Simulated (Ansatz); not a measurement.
**MgO: the cell at several levels of theory**

Cell and atoms of MgO (wurtzite) are relaxed in turn with PBE, r2SCAN, PBEsol, LDA and HSE06. This is a trial cell built on a prototype, not taken from a measured structure, and it needn't be the compound's ground state.

The runs shown are made with Ansatz 0.2.0. PAW datasets, plane waves, zero pressure. (Calculated; spin-unpolarised; the phase may be known or hypothetical.)

## Step 1: Starting point

This is the cell as the run starts from it, not yet at rest; its lengths are not the crystal's.

It is hexagonal, P6_3mc (No. 186); a = 3.067 Å, c = 5.009 Å in the conventional setting, 10.20 Å³ an atom. Mg has 4 O at 1.88 Å; O has 4 Mg at 1.88 Å.

The structure in full:

```cif
data_structure
_symmetry_space_group_name_H-M 'P6_3mc'
_symmetry_Int_Tables_number 186
_cell_length_a 3.0673
_cell_length_b 3.0673
_cell_length_c 5.0088
_cell_angle_alpha 90.000
_cell_angle_beta 90.000
_cell_angle_gamma 120.000
_cell_volume 40.81
loop_
_atom_site_label
_atom_site_type_symbol
_atom_site_symmetry_multiplicity
_atom_site_Wyckoff_symbol
_atom_site_fract_x
_atom_site_fract_y
_atom_site_fract_z
_atom_site_occupancy
Mg1 Mg 2 b 0.33333 0.66667 0.00000 1
O1 O 2 b 0.33333 0.66667 0.37500 1
```

## Step 2: PBE: cell and atoms

input.yaml

```yaml
crystal:
  lattice:
    - [3.0672510559, 0.0, 0.0]
    - [-1.533625528, 2.6563173342, 0.0]
    - [0.0, 0.0, 5.0088209743]
  atoms:
    - { symbol: Mg, position: [0.3333333333, 0.6666666667, 0.0] }
    - { symbol: Mg, position: [0.6666666667, 0.3333333333, 0.5] }
    - { symbol: O, position: [0.3333333333, 0.6666666667, 0.375] }
    - { symbol: O, position: [0.6666666667, 0.3333333333, 0.875] }
kpoints:
  mp_grid: { grid: [12, 12, 6] }
hamiltonian:
  xc: pbe
scf:
  occupations: { method: fermi_dirac, width: 0.02 }
relax:
  f_tol: 0.005
  cell: {}
```

Started as:

```sh
$ ansatz run input.yaml --threads 2 --pin off --max-ram 2211MiB --backend cpu --events-out ev --progress --plain --runs-dir out
```

Further steps of the session: r2SCAN: cell and atoms; Relaxation with PBEsol; Relaxation with LDA; Relaxation with HSE06.

Q: Predict the outcome of this session. Wanted: for each run, a; c; volume; space group; SCF geometries.

The runs gave:

```
 level  a (Å)  c (Å)  volume (Å³/atom)  space group  SCF geometries
   PBE  3.314  5.124            12.183       P6_3mc              10
r2SCAN  3.288  5.034            11.785       P6_3mc               6
PBEsol  3.302  5.024            11.861       P6_3mc               8
   LDA  3.271  4.921            11.399       P6_3mc               9
 HSE06  3.285  5.046            11.791       P6_3mc               4
```

What this shows: From the start to the first minimum the volume moved by +19.4 %. LDA gives the smallest cell and PBE the largest; they differ by 6.9 % in volume, a mean of 2.2 % in length. The meshes differ: PBE 12×12×6, r2SCAN 12×12×4, PBEsol 12×12×4, LDA 12×12×4, HSE06 6×6×4.
